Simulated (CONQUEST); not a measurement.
# GaN (F-43m) in CONQUEST: further runs

One crystal, GaN, is run at these levels: PBE; tasks: single point.

Program: CONQUEST 1.3. These are calculated values, not measurements. Logs are shortened: lines on timing, memory, paths and dates and some standing lists are left out, and cuts for length are marked.

## Step 1: The undisturbed crystal

It takes space group F-43m (No. 216, cubic). The conventional cell has a = 4.507 Å, b = 4.507 Å, c = 4.507 Å, α = 90.00°, β = 90.00°, γ = 90.00°. Around Ga (site symmetry -43m) lie 4 N at 1.95 Å. Around N (site symmetry -43m) lie 4 Ga at 1.95 Å.

The cell is a database's computed one.

## Step 2: Single point, PBE (atoms moved at random, drawn with an rms of 0.05 Å)

File Conquest_input:

```
IO.Title GaN
IO.Coordinates coords.dat
IO.FractionalAtomicCoords T
IO.Iprint 2
IO.Iprint_init 1
General.NumberOfSpecies 2
General.PseudopotentialType hamann
AtomMove.TypeOfRun static
AtomMove.FullStress T
Grid.GridCutoff 150
DM.SolutionMethod diagon
Diag.MPMesh T
Diag.GammaCentred T
Diag.MPMeshX 8
Diag.MPMeshY 8
Diag.MPMeshZ 6
Diag.kT 0.00183747
minE.SCTolerance 1e-6
Basis.MultisiteSF T
Multisite.LFD T
Multisite.Smear T
SC.MaxIters 100
IO.AtomChargeOutput T
%block ChemicalSpeciesLabel
1 69.720 Ga
2 14.010 N
%endblock
%block Ga
Atom.NumberOfSupports 9
Atom.MultisiteRange 8
Atom.LFDRange 8
%endblock
%block N
Atom.NumberOfSupports 4
Atom.MultisiteRange 8
Atom.LFDRange 8
%endblock
```

File coords.dat:

```
    6.0224269986     0.0000000000     0.0000000000
    0.0000000000     6.0224269986     0.0000000000
    0.0000000000     0.0000000000     8.5169979397
4
  0.4970600000   0.5040560000   0.5023700000 1 T T T
  0.9970600000   0.0040560000   0.0023700000 1 T T T
  0.0019720000   0.4971520000   0.7453490000 2 T T T
  0.5019720000   0.9971520000   0.2453490000 2 T T T
```

Potentials or basis: PseudoDojo NC PBE, DZP, multi-site functions of range 8 bohr, grid cutoff 150 Ha.

On the command line:

```bash
$ Conquest
```

What it wrote:

```text
Simulation cell dimensions:     6.0224 a0 x     6.0224 a0 x     8.5170 a0

      Atomic coordinates (a0)
         Atom         X         Y         Z  Species
            1    2.9935    3.0356    4.2787        1
            2    6.0047    0.0244    0.0202        1
            3    0.0119    2.9941    6.3481        2
            4    3.0231    6.0053    2.0896        2

         Monkhorst-Pack mesh:   8 x   8 x   6 gamma-centred
        This calculation includes non-local pseudopotentials,
         with a maximum core radius of      8.05697590

    Job title: GaN
    Job to be run: static calculation

    Ground state search:
      Support functions represented with PAO basis
      Multi-site SFs used with local filter diagonalisation
      Non-spin-polarised electrons
      Solving for the K matrix using diagonalisation
      Using Fermi-Dirac smearing

    Integration grid size:     36 x   36 x   48

    Integration grid spacing:  0.167 a0 x 0.167 a0 x 0.177 a0

    Number of species:  2
    --------------------------------------------------------
    |   #  mass (au)  Charge (e)  SF Rad (a0)  NSF  Label  |
    --------------------------------------------------------
    |   1     69.720      13.000       16.057    9  Ga     |
    |   2     14.010       5.000       13.484    4  N      |
    --------------------------------------------------------

          PAOs are contracted to multi-site support functions
          SCF tolerance:                 0.00000100
          SCF iterations:               100

    The functional used will be GGA PBE96

           radial cut-off to be used is taken to be max PAO cut-off radius for this species:    8.056976

           greatest ang. mom. for making density from PAOs:  2

           radial cut-off to be used is taken to be max PAO cut-off radius for this species:    5.483972

           greatest ang. mom. for making density from PAOs:  2
    Minimum blocs/proc is      972. Maximum blocs/proc is      972
    set_atom_dens: In set_atomic_density, electrons :      36.000000000000
 matrix_size & matrix_size_padH =           26          26
    Init_SFcoeff: Time for making initial multi-site SF coeffficients:         347.18560000 ms

    Screened ion int: energy:    -137.431604844870 Ha

    new_SC_potl: Starting.  Tolerance:  0.10000E-05

    PulayMixSC: Starting Pulay mixing, A_up =  0.500 A_dn =  0.500
    PulayMixSC: Spin non-polarised calculation.
    Init_SFcoeff: Time for making initial multi-site SF coeffficients:         343.78207200 ms
          Harris-Foulkes Energy            :      -173.848221425411396 Ha
          (TS=0 as O(N) or entropic contribution is negligible)
          DFT Total Energy                 :      -173.464613459180129 Ha
          Total number of electrons        :        35.999999999999865
    PulayMixSC: Pulay iteration     1 residual:              0.77131E-02
    Init_SFcoeff: Time for making initial multi-site SF coeffficients:         348.42161600 ms
          Harris-Foulkes Energy            :      -173.736191911607420 Ha
          (TS=0 as O(N) or entropic contribution is negligible)
          DFT Total Energy                 :      -173.667016634158898 Ha
          Total number of electrons        :        36.000004868253725
    PulayMixSC: Pulay iteration     2 residual:              0.43033E-02
    Init_SFcoeff: Time for making initial multi-site SF coeffficients:         367.32573100 ms
          Harris-Foulkes Energy            :      -173.711525890549581 Ha
          (TS=0 as O(N) or entropic contribution is negligible)
          DFT Total Energy                 :      -173.711073829176740 Ha
          Total number of electrons        :        36.000003868866081
    PulayMixSC: Pulay iteration     3 residual:              0.10360E-02
    Init_SFcoeff: Time for making initial multi-site SF coeffficients:         341.72048500 ms
          Harris-Foulkes Energy            :      -173.711358577492319 Ha
          (TS=0 as O(N) or entropic contribution is negligible)
          DFT Total Energy                 :      -173.711340426611457 Ha
          Total number of electrons        :        36.000004323694768
    PulayMixSC: Pulay iteration     4 residual:              0.68861E-04
    Init_SFcoeff: Time for making initial multi-site SF coeffficients:         341.99863400 ms
          Harris-Foulkes Energy            :      -173.711335726365206 Ha
          (TS=0 as O(N) or entropic contribution is negligible)
          DFT Total Energy                 :      -173.711336080913526 Ha
          Total number of electrons        :        36.000004335536254
    PulayMixSC: Pulay iteration     5 residual:              0.19665E-04
    Init_SFcoeff: Time for making initial multi-site SF coeffficients:         341.75275600 ms
          Harris-Foulkes Energy            :      -173.711336247683079 Ha
          (TS=0 as O(N) or entropic contribution is negligible)
          DFT Total Energy                 :      -173.711336245826232 Ha
          Total number of electrons        :        36.000004368739162
    PulayMixSC: Pulay iteration     6 residual:              0.38465E-05
    Init_SFcoeff: Time for making initial multi-site SF coeffficients:         362.29947200 ms
          Harris-Foulkes Energy            :      -173.711336197991187 Ha
          (TS=0 as O(N) or entropic contribution is negligible)
          DFT Total Energy                 :      -173.711336197991272 Ha
          Total number of electrons        :        36.000004382849703
    PulayMixSC: Pulay iteration     7 residual:              0.21355E-06
    PulayMixSC: Reached SCF tolerance of  0.21355E-06 after      7 iterations
      | Number of electrons      =        36.000004
      |* band energy as 2Tr[K.H] =       -22.416216835333152 Ha
      |  screened ion-ion energy =      -137.431604844870066 Ha
      |  Ha correction           =         0.327811251153788 Ha
      |  XC correction           =       -14.191319496823693 Ha
      |* Harris-Foulkes energy   =      -173.711336197991187 Ha
      |* DFT total energy        =      -173.711336197991272 Ha
      |  estimated accuracy      =         0.000000000000085 Ha

    force: Forces on atoms (Ha/a0)
    force:  Atom   X              Y              Z
    force:     1   0.0046785327  -0.0050788343  -0.0081795706
    force:     2   0.0046785327  -0.0050788343  -0.0081795706
    force:     3  -0.0045003542   0.0046665885   0.0081694173
    force:     4  -0.0045003542   0.0046665885   0.0081694173

    force: Maximum force :        0.00817957(Ha/a0) on atom         1 in z direction
    force: Force Residual:        0.01056783 Ha/a0
    force: Total stress:        -12.02963273    -0.07264171     1.16487921 GPa
                            -0.07254043    -7.31859407     1.39312069
                             1.16515086     1.39353171    -9.81341324
    force: Average pressure:      9.72054668 GPa

    force: Finished force
    get_E_and_F: Change in energy during last step of electronic optimisation:  0.49692E-07

    BIBLIOGRAPHY: Please consider citing the following references in the conquest.bib file

    CONQUEST:         Bowler2002pt, Miyazaki2004, Nakata2020
    Basis:            Bowler2019, Nakata2014, Nakata2015
    DM:               Bowler:2006xr
    Pseudopotentials: Hamann2013, Bowler2019
    XC functional:    Perdew1996
```

It took 2.3 min on 1 thread of Intel Xeon 6975P-C (Granite Rapids), shared host; peak memory 0.91 GiB.

Results:

```
Free energy            : -4726.9263 eV
Pressure               : 9.7 GPa
Largest force          : 0.550 eV/Å
Band gap on the k mesh : 1.72 eV
Mulliken charges       : Ga +1.33; N -1.33 e
```

Forces on the atoms (eV/Å):
```
Ga   0.241 -0.261 -0.421
Ga   0.241 -0.261 -0.421
N   -0.231  0.240  0.420
N   -0.231  0.240  0.420
```

Caveat: Mulliken charges move with the basis; multi-site functions contract the basis, which raises the energy a little and makes forces and stress less exact; the basis of atomic orbitals isn't converged, which shifts pressures, moduli and gaps. A k mesh can miss the band edges.

## Step 3: Single point, PBE (atoms moved at random, drawn with an rms of 0.05 Å)

Conquest_input, as its differences from that of step 2:

```diff
@@ -29,4 +29,4 @@
 Atom.NumberOfSupports 9
-Atom.MultisiteRange 8
-Atom.LFDRange 8
+Atom.MultisiteRange 10
+Atom.LFDRange 10
 %endblock
@@ -34,4 +34,4 @@
 Atom.NumberOfSupports 4
-Atom.MultisiteRange 8
-Atom.LFDRange 8
+Atom.MultisiteRange 10
+Atom.LFDRange 10
 %endblock
```

coords.dat is that of step 2.

Potentials or basis: PseudoDojo NC PBE, DZP, multi-site functions of range 10 bohr, grid cutoff 150 Ha.

On the command line:

```bash
$ Conquest
```

Run time: 3.1 min. Hardware: 1 thread of Intel Xeon 6975P-C (Granite Rapids), shared host; peak memory 0.94 GiB.

The run converged. Its results:

* Free energy: -4726.9954 eV
* Pressure: 9.2 GPa
* Largest force: 0.549 eV/Å
* Band gap on the k mesh: 1.84 eV
* Mulliken charges: Ga +1.98; N -1.98 e

Forces in eV/Å, atoms in the order of the input:
```
Ga   0.240 -0.262 -0.419
Ga   0.240 -0.262 -0.419
N   -0.231  0.239  0.419
N   -0.231  0.239  0.419
```

Levels at points of the mesh, in eV from the valence-band top:
```csv
k point,band 16,band 17,band 18,band 19,band 20,band 21
"(0.00, 0.00, 0.00)",-0.18,-0.10,0.00,1.84,3.57,10.02
"(0.00, 0.00, 0.50)",-1.69,-1.57,-1.57,4.98,4.98,11.09
"(0.00, 0.50, 0.00)",-3.40,-1.23,-1.23,7.26,7.26,22.84
"(0.00, 0.50, 0.50)",-1.14,-1.02,-0.95,4.79,4.88,27.02
"(0.50, 0.00, 0.00)",-3.44,-1.08,-1.08,7.33,7.33,24.32
"(0.50, 0.00, 0.50)",-1.16,-1.00,-0.95,4.89,4.96,27.02
"(0.50, 0.50, 0.00)",-2.86,-2.84,-2.81,3.57,3.57,9.98
"(0.50, 0.50, 0.50)",-3.89,-3.77,-3.77,7.84,7.84,15.32
```

Caveat: Mulliken charges move with the basis; multi-site functions contract the basis, which raises the energy a little and makes forces and stress less exact; the box holds several primitive cells, so bands are folded and the points are those of the box's own zone; the basis of atomic orbitals isn't converged, which shifts pressures, moduli and gaps.
